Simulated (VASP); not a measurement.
## VASP 6.6.1 run: BN

INCAR

```
METAGGA = R2SCAN
IBRION = -1
LASPH = .TRUE.
MAGMOM = -2 -2
ISPIN = 2
NBANDS = 11
ISMEAR = 0
LREAL = .FALSE.
PREC = Accurate
NSW = 0
LWAVE = .FALSE.
ENCUT = 520
NELM = 120
SIGMA = 0.01
ISIF = 2
ALGO = Normal
EDIFF = 1E-7
LCHARG = .FALSE.
```

KPOINTS

```
KPOINTS created by Atomic Simulation Environment
0
Gamma
12 12 12
0 0 0
```

POSCAR

```
B  N
 1.0000000000000000
     0.0349165187000000    1.7807424537000001    1.7807424537000001
     1.7807424537000001    0.0349165187000000    1.7807424537000001
     1.7807424537000001    1.7807424537000001    0.0349165187000000
 B   N
   1   1
Cartesian
  0.0000000000000000  0.0000000000000000  0.0000000000000000
  1.7982007130500000  1.7982007130500000  1.7982007130500000
```

The recommended PBE PAW datasets give the neutral cell 8 valence electrons.

Command

```
mpirun -np 1 vasp_std
```

Q: How does this run end, and what does it give?

A: It converged. Results: pressure -10.5 GPa; magnetic moment of the cell 0.00 μB.

OSZICAR

```
N       E                     dE             d eps       ncg     rms          rms(c)
DAV:   1     0.133040467665E+02    0.13304E+02   -0.51772E+03  8618   0.759E+02
DAV:   2    -0.127970125327E+02   -0.26101E+02   -0.24904E+02  9772   0.161E+02
DAV:   3    -0.133264206658E+02   -0.52941E+00   -0.52652E+00  9913   0.192E+01
DAV:   4    -0.133269658507E+02   -0.54518E-03   -0.54516E-03  9159   0.676E-01
DAV:   5    -0.133269661515E+02   -0.30079E-06   -0.30017E-06  9747   0.164E-02    0.143E+01
DAV:   6    -0.143553193686E+02   -0.10284E+01   -0.30218E+00  8541   0.976E+00    0.561E+00
DAV:   7    -0.152172891005E+02   -0.86197E+00   -0.60355E-01  8505   0.557E+00    0.311E+00
DAV:   8    -0.153862184320E+02   -0.16893E+00   -0.35360E-02  8715   0.174E+00    0.121E+00
DAV:   9    -0.153932811337E+02   -0.70627E-02   -0.14206E-02  9414   0.881E-01    0.689E-01
DAV:  10    -0.153946221233E+02   -0.13410E-02   -0.17502E-03  9336   0.423E-01    0.118E-01
DAV:  11    -0.153946726838E+02   -0.50561E-04   -0.65894E-04  9345   0.180E-01    0.500E-02
DAV:  12    -0.153946881142E+02   -0.15430E-04   -0.22907E-05  8979   0.451E-02    0.232E-02
DAV:  13    -0.153946936384E+02   -0.55242E-05   -0.13154E-05  9201   0.294E-02    0.565E-03
DAV:  14    -0.153946940059E+02   -0.36754E-06   -0.10002E-06  9366   0.905E-03    0.139E-03
DAV:  15    -0.153946939870E+02    0.18970E-07   -0.59704E-08  5145   0.204E-03
   1 F= -.15394694E+02 E0= -.15394694E+02  d E =-.184620E-66  mag=     0.0000
```

For comparison, a separate r²SCAN run of the intended cell, on usual settings and not on those above, gives a gap of 0.92 eV on its mesh and a pressure of -10.5 GPa.
